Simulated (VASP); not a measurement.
# SnO2 (Fm-3m) in VASP: reference runs

Aim: a first look at SnO2 with PBE, on the cell as given and on a disturbed one.

Everything below comes from runs of VASP 6.6.1. Logs are shortened: lines on timing, memory, paths and dates and some standing lists are left out, and cuts for length are marked.

## Step 1: The crystal as given

It takes space group Fm-3m (No. 225, cubic). Conventional cell: a = 5.148 Å, b = 5.148 Å, c = 5.148 Å, α = 90.00°, β = 90.00°, γ = 90.00°. Around Sn (site symmetry m-3m) lie 8 O at 2.23 Å. O (site symmetry -43m) has 4 Sn at 2.23 Å as nearest neighbours.

Measurements of this composition are mostly on another form, of space group No. 136.

## Step 2: Single point, PBE

INCAR

```
SYSTEM = SnO2
ALGO = Normal ; EDIFF = 1E-7
ENCUT = 520 ; GGA = PE
ISIF = 2 ; ISMEAR = -1
LASPH = .TRUE. ; LCHARG = .FALSE.
LREAL = .FALSE. ; LWAVE = .FALSE.
NBANDS = 20 ; NELM = 100
PREC = Accurate ; SIGMA = 0.05
```

KPOINTS

```
k-points
0
G
  9 9 9
  0 0 0
```

POSCAR

```
SnO2
1.0
    0.0000000000      2.5741500000      2.5741500000
    2.5741500000      0.0000000000      2.5741500000
    2.5741500000      2.5741500000      0.0000000000
Sn O
1 2
Direct
    0.0000000000      0.0000000000      0.0000000000
    0.7500000000      0.7500000000      0.7500000000
    0.2500000000      0.2500000000      0.2500000000
```

Potentials or basis: VASP PAW PBE potentials, release 64 (Sn_d, O).

Launch:

```console
$ cat potpaw_PBE.64/Sn_d/POTCAR potpaw_PBE.64/O/POTCAR > POTCAR
$ mpirun -np 1 vasp_std > vasp.out
```

OUTCAR:

```text
SYSTEM = SnO2
   EDIFF = 1E-7
   ENCUT = 520
   GGA = PE
   ISIF = 2
   ISMEAR = -1
   LASPH = .TRUE.
   LREAL = .FALSE.
   NELM = 100
   PREC = Accurate

 ion  position               nearest neighbor table
   1  0.000  0.000  0.000-   2 2.23   3 2.23   2 2.23   2 2.23   2 2.23   3 2.23   3 2.23   3 2.23

   2  0.750  0.750  0.750-   1 2.23   1 2.23   1 2.23   1 2.23
   3  0.250  0.250  0.250-   1 2.23   1 2.23   1 2.23   1 2.23

  LATTYP: Found a face centered cubic cell.
 ALAT       =     5.1483000000

  Lattice vectors:

 A1 = (   0.0000000000,   2.5741500000,   2.5741500000)
 A2 = (   2.5741500000,   0.0000000000,   2.5741500000)
 A3 = (   2.5741500000,   2.5741500000,   0.0000000000)

Analysis of symmetry for initial positions (statically):
=====================================================================
 Subroutine PRICEL returns:
 Original cell was already a primitive cell.

 Routine SETGRP: Setting up the symmetry group for a
 face centered cubic supercell.

 Subroutine GETGRP returns: Found 48 space group operations
 (whereof 48 operations were pure point group operations)
 out of a pool of 48 trial point group operations.

The static configuration has the point symmetry O_h .

Analysis of symmetry for dynamics (positions and initial velocities):
=====================================================================
 Subroutine PRICEL returns:
 Original cell was already a primitive cell.

 Routine SETGRP: Setting up the symmetry group for a
 face centered cubic supercell.

 Subroutine GETGRP returns: Found 48 space group operations
 (whereof 48 operations were pure point group operations)
 out of a pool of 48 trial point group operations.

The dynamic configuration has the point symmetry O_h .

 Subroutine INISYM returns: Found 48 space group operations
 (whereof 48 operations are pure point group operations),
 and found     1 'primitive' translations

----------------------------------------------------------------------------------------

                                     Primitive cell

  volume of cell :      34.1139

  direct lattice vectors                    reciprocal lattice vectors
     0.000000000  2.574150000  2.574150000    -0.194238875  0.194238875  0.194238875
     2.574150000  0.000000000  2.574150000     0.194238875 -0.194238875  0.194238875
     2.574150000  2.574150000  0.000000000     0.194238875  0.194238875 -0.194238875

  length of vectors
     3.640397842  3.640397842  3.640397842     0.336431600  0.336431600  0.336431600

  position of ions in fractional coordinates (direct lattice)
[... 81 lines left out ...]
   EDIFF  = 0.1E-06   stopping-criterion for ELM
   LREAL  =      F    real-space projection
   EDIFFG = 0.1E-05   stopping-criterion for IOM
   NSW    =      0    number of steps for IOM
   IBRION =     -1    ionic relax: 0-MD 1-quasi-New 2-CG
   NFREE  =      0    steps in history (QN), initial steepest desc. (CG)
   ISIF   =      2    stress and relaxation
   ISYM   =      2    0-nonsym 1-usesym 2-fastsym
   POTIM  = 0.5000    time-step for ionic-motion
   TEBEG  =    0.0;   TEEND  =   0.0 temperature during run
   PSTRESS=    0.0 pullay stress
   NELECT =      26.0000    total number of electrons
   NUPDOWN=      -1.0000    fix difference up-down
   EMIN   =  10.00;   EMAX   =-10.00  energy-range for DOS
   EFERMI =   0.00;   METHOD = LEGACY
   ISMEAR =    -1;   SIGMA  =   0.05  broadening in eV -4-tet -1-fermi 0-gaus
   EFERMI_NEDOS =   21; number of points for ismear=-14 and -15
   IALGO  =     38    algorithm
   IMIX   =      4    mixing-type and parameters
     AMIX     =   0.40;   BMIX     =  1.00
     AMIX_MAG =   1.60;   BMIX_MAG =  1.00
  volume/ion in A,a.u.               =      11.37        76.74
  Fermi-wavevector in a.u.,A,eV,Ry     =   1.495393  2.825884 30.425363  2.236201
  Thomas-Fermi vector in A             =   2.607544
   LORBIT       =      0    0 simple, 1 ext, 2 COOP (PROOUT), +10 PAW based schemes
   GGA     = PE    functional components
   LHFCALC =     F    Hartree Fock is set to
   AEXX    =    0.0000 exact exchange contribution
   IVDW    =     0    specifies the selected vdW correction
   LEPSILON=     F    determine dielectric tensor
   LRPA    =     F    only Hartree local field effects (RPA)
 non-spin polarized calculation
  energy-cutoff  :      520.00
  volume of cell :       34.11
 maximum number of plane-waves:       941
   NGX = 13   NGY = 13   NGZ = 13

 number of electron      25.9999992 magnetization

 Free energy of the ion-electron system (eV)
  ---------------------------------------------------
  ext. energy  EPLUGINS =         0.00000000
  ---------------------------------------------------
  free energy    TOTEN  =       -17.91764743 eV

  energy without entropy =      -17.91686656  energy(sigma->0) =      -17.91725700

 E-fermi :   7.4817     XC(G=0): -11.6629

 val. band max:        7.2680528803   @ k =  -0.3333   0.4444   0.1111
 cond. band min:       8.3993473538   @ k =   0.1111   0.0000   0.0000
 fundamental gap:      1.1312944735
 Fermi energy:         7.4816699877

 k-point     1 :       0.0000    0.0000    0.0000
  band No.  band energies     occupation
      1     -13.2154      2.00000
      2     -13.2154      2.00000
      3     -13.2154      2.00000
      4     -13.0917      2.00000
      5     -13.0917      2.00000
      6     -11.9493      2.00000
[... 541 lines left out ...]
     19      24.3781      0.00000
     20      24.8385      0.00000

 [... further k-points ...]

------------------------ aborting loop because EDIFF is reached ----------------------------------------

  FORCE on cell =-STRESS in cart. coord.  units (eV):
  Direction    XX          YY          ZZ          XY          YZ          ZX
  --------------------------------------------------------------------------------------
  -------------------------------------------------------------------------------------
  Total        0.0125138      0.0125138      0.0125138      0.0000000      0.0000000      0.0000000
  in kB        0.5877187      0.5877187      0.5877187      0.0000000      0.0000000      0.0000000
  external PRESSURE =       0.5877187 kB  Pullay stress =       0.0000000 kB

 VOLUME and BASIS-vectors are now :
 -----------------------------------------------------------------------------
  energy-cutoff  :      520.00
  volume of cell :       34.11
      direct lattice vectors                 reciprocal lattice vectors
     0.000000000  2.574150000  2.574150000    -0.194238875  0.194238875  0.194238875
     2.574150000  0.000000000  2.574150000     0.194238875 -0.194238875  0.194238875
     2.574150000  2.574150000  0.000000000     0.194238875  0.194238875 -0.194238875

 POSITION                                       TOTAL-FORCE (eV/Angst)
 -----------------------------------------------------------------------------------
      0.00000      0.00000      0.00000         0.000000     -0.000000      0.000000
      3.86123      3.86123      3.86123         0.000000      0.000000      0.000000
      1.28707      1.28707      1.28707        -0.000000     -0.000000     -0.000000
 -----------------------------------------------------------------------------------
    total drift:                                0.000000      0.000000      0.000000

  FREE ENERGIE OF THE ION-ELECTRON SYSTEM (eV)
  ---------------------------------------------------
  free  energy   TOTEN  =       -17.9176474346 eV

  energy  without entropy=      -17.9168665617  energy(sigma->0) =      -17.91725700
```

Run time: 17 s. Hardware: 1 thread of AMD EPYC 9R45 (Zen 5), shared host; peak memory 0.14 GiB.

What came out:

- Free energy: -17.9176 eV
- Pressure: 0.1 GPa
- Band gap on the k mesh: none (metal or under the smearing width)

## Step 3: Single point, PBE (atoms moved at random, drawn with an rms of 0.05 Å)

INCAR

```
SYSTEM = SnO2
PREC = Accurate
ENCUT = 520
EDIFF = 1E-7
ISMEAR = -1
SIGMA = 0.05
LREAL = .FALSE.
LASPH = .TRUE.
NELM = 80
ALGO = Normal
ISIF = 2
LWAVE = .FALSE.
LCHARG = .FALSE.
GGA = PE
NBANDS = 20
```

KPOINTS

```
regular mesh
0
G
  9 9 9
  0 0 0
```

POSCAR

```
SnO2
1.0
    0.0000000000      2.5741500000      2.5741500000
    2.5741500000      0.0000000000      2.5741500000
    2.5741500000      2.5741500000      0.0000000000
Sn O
1 2
Direct
   -0.0027650000     -0.0182110000      0.0218970000
    0.7469760000      0.7521670000      0.7595630000
    0.2342790000      0.2753380000      0.2411290000
```

Potentials or basis: VASP PAW PBE potentials, release 64 (Sn_d, O).

Launch:

```console
$ cat potpaw_PBE.64/Sn_d/POTCAR potpaw_PBE.64/O/POTCAR > POTCAR
$ mpirun -np 1 vasp_std > vasp.out
```

OUTCAR:

```text
SYSTEM = SnO2
   PREC = Accurate
   ENCUT = 520
   EDIFF = 1E-7
   ISMEAR = -1
   LREAL = .FALSE.
   LASPH = .TRUE.
   NELM = 80
   ISIF = 2
   GGA = PE

 ion  position               nearest neighbor table
   1  0.997  0.982  0.022-   3 2.10   2 2.19   2 2.21   2 2.23   3 2.23   3 2.27   2 2.29   3 2.32

   2  0.747  0.752  0.760-   1 2.19   1 2.21   1 2.23   1 2.29
   3  0.234  0.275  0.241-   1 2.10   1 2.23   1 2.27   1 2.32

  LATTYP: Found a face centered cubic cell.
 ALAT       =     5.1483000000

  Lattice vectors:

 A1 = (   0.0000000000,   2.5741500000,   2.5741500000)
 A2 = (   2.5741500000,   0.0000000000,   2.5741500000)
 A3 = (   2.5741500000,   2.5741500000,   0.0000000000)

Analysis of symmetry for initial positions (statically):
=====================================================================
 Subroutine PRICEL returns:
 Original cell was already a primitive cell.

 Routine SETGRP: Setting up the symmetry group for a
 face centered cubic supercell.

 Subroutine GETGRP returns: Found  1 space group operations
 (whereof  1 operations were pure point group operations)
 out of a pool of 48 trial point group operations.

The static configuration has the point symmetry C_1 .

Analysis of symmetry for dynamics (positions and initial velocities):
=====================================================================
 Subroutine PRICEL returns:
 Original cell was already a primitive cell.

 Routine SETGRP: Setting up the symmetry group for a
 face centered cubic supercell.

 Subroutine GETGRP returns: Found  1 space group operations
 (whereof  1 operations were pure point group operations)
 out of a pool of 48 trial point group operations.

The dynamic configuration has the point symmetry C_1 .

 Subroutine INISYM returns: Found  1 space group operations
 (whereof  1 operations are pure point group operations),
 and found     1 'primitive' translations

----------------------------------------------------------------------------------------

[... 113 lines left out ...]
     AMIX     =   0.40;   BMIX     =  1.00
     AMIX_MAG =   1.60;   BMIX_MAG =  1.00
  volume/ion in A,a.u.               =      11.37        76.74
  Fermi-wavevector in a.u.,A,eV,Ry     =   1.495393  2.825884 30.425363  2.236201
  Thomas-Fermi vector in A             =   2.607544
   LORBIT       =      0    0 simple, 1 ext, 2 COOP (PROOUT), +10 PAW based schemes
   GGA     = PE    functional components
   LHFCALC =     F    Hartree Fock is set to
   AEXX    =    0.0000 exact exchange contribution
   IVDW    =     0    specifies the selected vdW correction
   LEPSILON=     F    determine dielectric tensor
   LRPA    =     F    only Hartree local field effects (RPA)
 non-spin polarized calculation
  energy-cutoff  :      520.00
  volume of cell :       34.11
 maximum number of plane-waves:       941
   NGX = 13   NGY = 13   NGZ = 13

 number of electron      26.0000000 magnetization

 Free energy of the ion-electron system (eV)
  ---------------------------------------------------
  ext. energy  EPLUGINS =         0.00000000
  ---------------------------------------------------
  free energy    TOTEN  =       -17.84239064 eV

  energy without entropy =      -17.84162006  energy(sigma->0) =      -17.84200535

 E-fermi :   7.5052     XC(G=0): -11.6603

 val. band max:        7.3180722109   @ k =   0.4444   0.0000  -0.4444
 cond. band min:       8.3792775958   @ k =   0.0000   0.0000   0.1111
 fundamental gap:      1.0612053849
 Fermi energy:         7.5052145881

 k-point     1 :       0.0000    0.0000    0.0000
  band No.  band energies     occupation
      1     -13.2650      2.00000
      2     -13.2233      2.00000
      3     -13.2188      2.00000
      4     -13.0955      2.00000
      5     -13.0904      2.00000
      6     -11.9564      2.00000
[... 541 lines left out ...]
     19      22.7427      0.00000
     20      23.6360      0.00000

 [... further k-points ...]

------------------------ aborting loop because EDIFF is reached ----------------------------------------

  FORCE on cell =-STRESS in cart. coord.  units (eV):
  Direction    XX          YY          ZZ          XY          YZ          ZX
  --------------------------------------------------------------------------------------
  -------------------------------------------------------------------------------------
  Total        0.2377149      0.3854483      0.2319163     -0.1657039     -0.2260731      0.2788875
  in kB       11.1643991     18.1027748     10.8920657     -7.7823691    -10.6176399     13.0980948
  external PRESSURE =      13.3864132 kB  Pullay stress =       0.0000000 kB

 VOLUME and BASIS-vectors are now :
 -----------------------------------------------------------------------------
  energy-cutoff  :      520.00
  volume of cell :       34.11
      direct lattice vectors                 reciprocal lattice vectors
     0.000000000  2.574150000  2.574150000    -0.194238875  0.194238875  0.194238875
     2.574150000  0.000000000  2.574150000     0.194238875 -0.194238875  0.194238875
     2.574150000  2.574150000  0.000000000     0.194238875  0.194238875 -0.194238875

 POSITION                                       TOTAL-FORCE (eV/Angst)
 -----------------------------------------------------------------------------------
      2.58364      2.62340      5.09430         0.397180     -0.638541      0.622659
      3.89142      3.87806      3.85902         0.023067     -0.334212     -0.046071
      1.32946      1.22377      1.31183        -0.420247      0.972753     -0.576588
 -----------------------------------------------------------------------------------
    total drift:                                0.000009     -0.000046      0.000039

  FREE ENERGIE OF THE ION-ELECTRON SYSTEM (eV)
  ---------------------------------------------------
  free  energy   TOTEN  =       -17.8423906396 eV

  energy  without entropy=      -17.8416200562  energy(sigma->0) =      -17.84200535
```

OSZICAR:

```text
N       E                     dE             d eps       ncg     rms          rms(c)
DAV:   1     0.243424587216E+03    0.24342E+03   -0.13505E+04 15920   0.202E+03
DAV:   2     0.524221837817E+01   -0.23818E+03   -0.22581E+03 15596   0.502E+02
DAV:   3    -0.202897623606E+02   -0.25532E+02   -0.25184E+02 16720   0.136E+02
DAV:   4    -0.209875339235E+02   -0.69777E+00   -0.69717E+00 16480   0.235E+01
DAV:   5    -0.210028723869E+02   -0.15338E-01   -0.15337E-01 18472   0.363E+00    0.108E+01
DAV:   6    -0.178373255828E+02    0.31655E+01   -0.11640E+01 22448   0.580E+01    0.384E+00
DAV:   7    -0.178574881187E+02   -0.20163E-01   -0.68782E-01 16108   0.605E+00    0.194E+00
DAV:   8    -0.178443610222E+02    0.13127E-01   -0.81106E-02 16644   0.267E+00    0.386E-01
DAV:   9    -0.178418097080E+02    0.25513E-02   -0.13746E-02 22672   0.159E+00    0.870E-02
DAV:  10    -0.178423056004E+02   -0.49589E-03   -0.13621E-03 16356   0.364E-01    0.438E-02
DAV:  11    -0.178423879027E+02   -0.82302E-04   -0.17091E-04 16896   0.100E-01    0.172E-02
DAV:  12    -0.178423900328E+02   -0.21301E-05   -0.20254E-05 19280   0.709E-02    0.114E-02
DAV:  13    -0.178423906141E+02   -0.58125E-06   -0.48901E-06 17900   0.175E-02    0.456E-03
DAV:  14    -0.178423906575E+02   -0.43422E-07   -0.11966E-06 16320   0.879E-03    0.668E-04
DAV:  15    -0.178423906396E+02    0.17835E-07   -0.87757E-08 13972   0.303E-03
   1 F= -.17842391E+02 E0= -.17842005E+02  d E =-.770583E-03
```

Run time: 2.7 min. Hardware: 1 thread of AMD EPYC 9R45 (Zen 5), shared host; peak memory 0.31 GiB.

Results:

```yaml
Free_energy: -17.8424 eV
Pressure: 1.3 GPa
Largest_force: 1.206 eV/Å
Band_gap_on_the_k_mesh: none (metal or under the smearing width)
```

Forces in eV/Å, atoms in the order of the input:
```
Sn   0.397 -0.639  0.623
O    0.023 -0.334 -0.046
O   -0.420  0.973 -0.577
```

Levels at points of the mesh, in eV from the Fermi level:
| k point | band 10 | band 11 | band 12 | band 13 | band 14 | band 15 | band 16 | band 17 |
| --- | --- | --- | --- | --- | --- | --- | --- | --- |
| (0.00, 0.00, 0.00) | -2.95 | -1.63 | -1.41 | -1.31 | -0.34 | 6.64 | 6.79 | 7.16 |
